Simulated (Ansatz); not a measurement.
Runs of Ansatz 0.2.0 on C. The structure is cubic, space group Fd-3m (No. 227). The conventional cell has a = 3.567 Å, b = 3.567 Å, c = 3.567 Å, α = 90.00°, β = 90.00°, γ = 90.00°. Around C (site symmetry -43m) lie 4 C at 1.54 Å. This isn't the form of C at room conditions, which is graphite.

```tsv
task	level	potentials or basis	spin	fixed moment (μB)	cell	k mesh	cutoff (eV)	smearing	optics k mesh	broadening	basis error allowed	mesh quality	gap on the mesh (eV)	pressure (GPa)	moment (μB)
optical spectrum	LDA	all-electron LAPW, scalar-relativistic	off	-	volume scaled by 0.96	13 × 13 × 13	464	fixed	19 × 19 × 19	0.15 eV	0.001 eV/atom	not flagged	4.21	-	-
single point	r2SCANh+D4	all-electron PAW datasets made for the crystal	off	-	as given	6 × 6 × 6	540	gaussian 0.025 eV	-	-	-	coarse	5.08	-8.1	-
projected density of states	Slater exchange only	all-electron PAW datasets made for the crystal	collinear, antiferromagnetic start	-	volume scaled by 0.96	13 × 13 × 13	560	cold 0.05 eV	-	-	-	not flagged	4.11	25.5	0.00
relaxation of the atoms	PBEsol	all-electron PAW datasets made for the crystal	off	-	atoms relaxed from: atoms moved at random, drawn with an rms of 0.1 Å	10 × 10 × 10	-	fixed	-	-	-	not flagged	4.04	-4.8	-
single point	r2SCAN+rVV10	all-electron PAW datasets made for the crystal	collinear, random start	-	volume scaled by 0.96	13 × 13 × 13	560	gaussian 0.01 eV	-	-	-	not flagged	(b)	(a)	0.00
```

**Question.** Estimate the missing entries.

**Answer.** (a) 15.9; (b) 4.43.

Caveats: some runs use coarse meshes; an odd mesh through Γ misses points on the zone boundary, where band edges often lie (some runs); the starting moments weren't kept (some runs); local fields are left out (some runs); spectra need much finer meshes, so this one isn't converged (some runs); independent-particle spectra lack excitons (some runs); the program warned that the printed levels may be off, so bands, gaps and densities of states are rough (some runs).

The runs don't all hold the same shells in valence.

Runs at the PBE level aren't shown here.
